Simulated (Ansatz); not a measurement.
**K₂S (antifluorite): the band gap by level of theory**

All numbers come from Ansatz. Calculated for a static, non-magnetic cell.

Structure: K₂S built on the antifluorite prototype, at its r2SCAN minimum. Space group Fm-3m (No. 225), cubic; a = 7.406 Å in the conventional setting, 33.84 Å³ an atom. Around S lie 8 K at 3.21 Å; around K lie 4 S at 3.21 Å.

```cif
data_structure
_symmetry_space_group_name_H-M 'Fm-3m'
_symmetry_Int_Tables_number 225
_cell_length_a 7.4055
_cell_length_b 7.4055
_cell_length_c 7.4055
_cell_angle_alpha 90.000
_cell_angle_beta 90.000
_cell_angle_gamma 90.000
_cell_volume 406.13
loop_
_atom_site_label
_atom_site_type_symbol
_atom_site_symmetry_multiplicity
_atom_site_Wyckoff_symbol
_atom_site_fract_x
_atom_site_fract_y
_atom_site_fract_z
_atom_site_occupancy
S1 S 4 a 0.00000 0.00000 0.00000 1
K1 K 8 c 0.25000 0.75000 0.75000 1
```

Relaxed lattice by functional, symmetry kept:

| functional | k mesh | a (Å) | volume (Å³/atom) |
| --- | --- | --- | --- |
| PBE | 6×6×6 | 7.459 | 34.58 |
| r2SCAN | 6×6×6 | 7.406 | 33.84 |

Gaps on the r2SCAN cell, each the least over its mesh and the special points:

| level | k mesh | gap (eV) | kind | edges | least direct gap (eV) | rough cost |
| --- | --- | --- | --- | --- | --- | --- |
| PBE | 6×6×6 | 2.38 | indirect | X → Γ | 2.58 | 2.8 core-seconds |
| r2SCAN | 6×6×6 | 2.75 | indirect | X → Γ | 2.95 | 4 core-seconds |
| HSE06 | 4×4×4 | 3.31 | indirect | X → Γ | 3.50 | 50 core-seconds |
| PBE0 | 4×4×4 | 4.01 | indirect | X → Γ | 4.19 | 60 core-seconds |
| G0W0@PBE (303 empty bands, 120 eV, 4×4×4) | 4×4×4 | 3.89 | – | X → Γ (mesh) | – | 80 core-seconds |

PBE: smearing of 0.02 eV; the others have fixed occupations.
Wave cutoffs: 420 eV, 500 eV (r2SCAN).
The G0W0 gap is PBE's gap over the path plus the quasiparticle shift read on the mesh. G0W0 values are finite-basis, finite-mesh values.
Costs come from shared machines and give only the order; PBE's includes the band path.

The HSE06 gap is indirect, 3.31 eV (X to Γ), below the direct gap of 3.50 eV at Γ.

Set against the finite-basis gap of 3.89 eV from G0W0@PBE (303 empty bands, 120 eV, 4×4×4), the closest functional is PBE0, which differs by +0.12 eV, at about 13 times r2SCAN's cost; G0W0 itself took about 18 times r2SCAN's cost. The others: HSE06 -0.58, r2SCAN -1.14, PBE -1.51 eV. The yardstick's own error is a tenth of an eV or more. r2SCAN covers 40 % of the step from PBE to HSE06, while HSE06 needs about 12 times r2SCAN's cost (on a coarser mesh). Among these functionals the gap stays indirect.

PBE (ground state on 6×6×6): The clamped-ion dielectric constant comes out as 3.10 in all directions. Born charges, averaged over directions: S -1.95, K +0.97 e.

The meshes of the hybrids are coarse, so their gaps aren't converged to the digits shown.
